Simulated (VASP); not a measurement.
Write the native input for VASP 6.6.1 that does the following.

* Task: relaxation of the atoms
* Functional: PBE
* Potentials or basis: VASP PAW PBE potentials, release 64 (Be, Se)
* Cutoff: 300 eV
* k mesh: 5 × 5 × 5
* Occupations: gaussian, width 0.03 eV
* Spin: no spin polarisation
* Further INCAR settings: ALGO = Normal; EDIFF = 1e-07; IBRION = 2; EDIFFG = -0.01; NSW = 40

The structure of BeSe lies in POSCAR:

```
BeSe                                    
1.0
    0.0000000000      2.5748096962      2.5748096962
    2.5748096962      0.0000000000      2.5748096962
    2.5748096962      2.5748096962      0.0000000000
  Be              Se            
     1     1
Direct
     0.0000000000000000    0.0000000000000000    0.0000000000000000
     0.2500000000000000    0.2500000000000000    0.2500000000000000
```

The cell isn't the ideal one: a relaxed cell with its volume scaled by 0.98.

These files were run (other wordings do the same):

INCAR

```
SYSTEM = BeSe
  PREC = Accurate
  ENCUT = 300
  EDIFF = 1E-7
  ISMEAR = 0
  SIGMA = 0.03
  LREAL = .FALSE.
  LASPH = .TRUE.
  NELM = 80
  ALGO = Normal
  ISIF = 2
  LWAVE = .FALSE.
  LCHARG = .FALSE.
  GGA = PE
  IBRION = 2
  NSW = 40
  EDIFFG = -0.01
```

KPOINTS

```
regular mesh
0
G
  5 5 5
  0 0 0
```

Potentials or basis: VASP PAW PBE potentials, release 64 (Be, Se).

Run with:

```console
$ cat potpaw_PBE.64/Be/POTCAR potpaw_PBE.64/Se/POTCAR > POTCAR
$ mpirun -np 1 vasp_std > vasp.out
```

Results of the run:

```
Pressure after relaxing : 1.6 GPa
Band gap on the k mesh  : 2.87 eV, indirect (least direct gap 4.34 eV)
```

Caveat: the k mesh is coarse (spacing up to 0.42 Å⁻¹), so the values aren't converged; the cutoff is under 1.25 times the usual one of these potentials, so pressure, stress and relaxed cells hold a basis-set (Pulay) error; the relaxation stopped at its first step, so nothing moved; an odd mesh through Γ misses points on the zone boundary, where band edges often lie.

It took 4 s on 1 thread of Intel(R) Xeon(R) Platinum 8559C (Emerald Rapids) (shared host), peak memory 0.12 GiB.
